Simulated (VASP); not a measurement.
Write the native input for VASP 6.6.1 that does the following.

```yaml
Task: single point
Functional: PBE
Potentials_or_basis: VASP PAW PBE potentials, release 64 (Ba_sv, O)
Cutoff: 520 eV
k_mesh: 2 × 2 × 2
Occupations: methfessel-paxton, width 0.15 eV
Spin: no spin polarisation
Dipole_correction: no
Further_INCAR_settings: LREAL = Auto; ALGO = Fast; EDIFF = 1e-06; NBANDS = 74
```

The structure of Ba8O7 (a cell with a defect) lies in POSCAR:

```
Ba8O7
1.0
    0.0000000000      5.4592220000      5.4592220000
    5.4592220000      0.0000000000      5.4592220000
    5.4592220000      5.4592220000      0.0000000000
Ba O
8 7
Direct
    0.0281813050     -0.0302090664     -0.0027850122
    0.0156754937     -0.0177461184      0.4991645330
   -0.0189298036      0.4832234337      0.0115327788
   -0.0128609901      0.4892832715      0.5221487604
    0.5087768917      0.0108081335      0.0004449352
    0.5148392940      0.0168723675      0.4779316540
    0.4677035482      0.5303373814     -0.0028184419
    0.4802572601      0.5177860508      0.4991004213
    0.2345020957      0.2568646228      0.2585474634
    0.2614162787      0.2432404288      0.7518956914
    0.2479808478      0.7500536707      0.2572023083
    0.2479650947      0.7500805976      0.7269029360
    0.7479835039      0.2500819714      0.1330326922
    0.7547787945      0.7366135687      0.2585236504
    0.7411575312      0.7634537485      0.7519198706
```

The input as run:

INCAR

```
SYSTEM = Ba8O7
PREC = Accurate ; ENCUT = 520
EDIFF = 1E-6 ; ISMEAR = 1
SIGMA = 0.15 ; LREAL = Auto
LASPH = .TRUE. ; NELM = 80
ALGO = Fast ; ISIF = 2
LWAVE = .FALSE. ; LCHARG = .TRUE.
GGA = PE ; LELF = .TRUE.
LVHAR = .TRUE. ; NBANDS = 74
```

KPOINTS

```
regular mesh
0
G
  2 2 2
  0 0 0
```

Potentials or basis: VASP PAW PBE potentials, release 64 (Ba_sv, O).

Run with:

```console
$ cat potpaw_PBE.64/Ba_sv/POTCAR potpaw_PBE.64/O/POTCAR > POTCAR
$ mpirun -np 1 vasp_std > vasp.out
```

It gave:

The pressure is 7.4 GPa, the largest force is 1.416 eV/Å and the band gap on the k mesh is none (metal or under the smearing width).

Caveat: the k mesh is coarse (spacing up to 0.50 Å⁻¹), so the values aren't converged.

Run time: 6.6 min on 1 thread of Intel(R) Xeon(R) Platinum 8488C (Sapphire Rapids) (shared host), peak memory 0.53 GiB.
